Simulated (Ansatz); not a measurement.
**Heat of formation of CH4N2O (urea) from total energies**

The species is CH4N2O (8 atoms), meant as a singlet with charge 0. As SMILES, `NC(N)=O`. The shape is that of a PBE0-D4/def2-TZVP optimisation. This is one conformer, not always the lowest.

```xyz
8

N    -0.0912    1.1532   -0.2361
C    -0.2424   -0.2061   -0.3910
N     0.3264   -0.9533    0.6153
O    -0.8251   -0.7014   -1.3304
H    -0.6705    1.6930   -0.8566
H    -0.0039    1.5211    0.6961
H     0.3871   -1.9340    0.3995
H     1.1196   -0.5725    1.1032
```

Total energies at HF/3-21G (Ansatz 0.2.0); the atoms run unrestricted:

```
species    state  energy (Eh)
 CH4N2O  singlet  -222.732209
      N  quartet   -54.105390
      C  triplet   -37.481070
      O  triplet   -74.393657
      H  doublet    -0.496199
```

Harmonic wavenumbers at PBE0-D4/def2-TZVP, in cm⁻¹: 374, 439, 475, 539, 544, 582, 792, 973, 1049, 1180, 1434, 1629, 1633, 1825, 3604, 3609, 3723, 3723.

Measured heats of formation of the gaseous atoms at 298.15 K, in kJ/mol: N 472.4, C 716.9, O 249.2, H 218.0. Spin-orbit lowering of the atoms at 298 K (mean of the ground term's levels less their thermal mean, from spectra), in kJ/mol: C 0.02, O 0.40. Take 1 Eh = 2625.50 kJ/mol, 1 cm⁻¹ = 0.0119627 kJ/mol, RT = 2.479 kJ/mol.

Question: What heat of formation follows?

Answer: 
1. Electronic atomisation energy: 2 × (-54.105390) + (-37.481070) + (-74.393657) + 4 × (-0.496199) − (-222.732209) = 0.661906 Eh = 1737.8 kJ/mol.
2. Zero-point energy: half the sum of the wavenumbers, 14063.5 cm⁻¹ = 168.2 kJ/mol.
3. Thermal vibrational enthalpy, Σ hcν̃/(exp(hcν̃/kT) − 1): 4.2 kJ/mol. Translation, rotation and pV of a non-linear molecule: 4 RT = 9.9 kJ/mol.
4. The 8 free atoms carry 5/2 RT each: 49.6 kJ/mol.
5. Spin-orbit coupling lowers the free atoms by 0.02 + 0.40 = 0.4 kJ/mol.
6. Atomisation enthalpy at 298 K: 1737.8 − 0.4 − 168.2 − 4.2 − 9.9 + 49.6 = 1604.7 kJ/mol.
7. Sum of the atoms' heats of formation: 2782.9 kJ/mol. Heat of formation: 2782.9 − 1604.7 = +1178.2 kJ/mol.

The tabulated value is -245.8 kJ/mol (CRC Handbook of Chemistry and Physics; in doubt: it may be an older value or an estimate), so this level is off by +1424.0 kJ/mol, or 47.0 % of the atomisation enthalpy that the table implies (3028.8 kJ/mol). Hartree–Fock leaves out correlation, which is larger in the molecule than in the atoms, so it underbinds and puts the heat of formation too high. A basis without polarisation functions underbinds badly. Anharmonicity and any spin-orbit splitting of the molecule are left out.
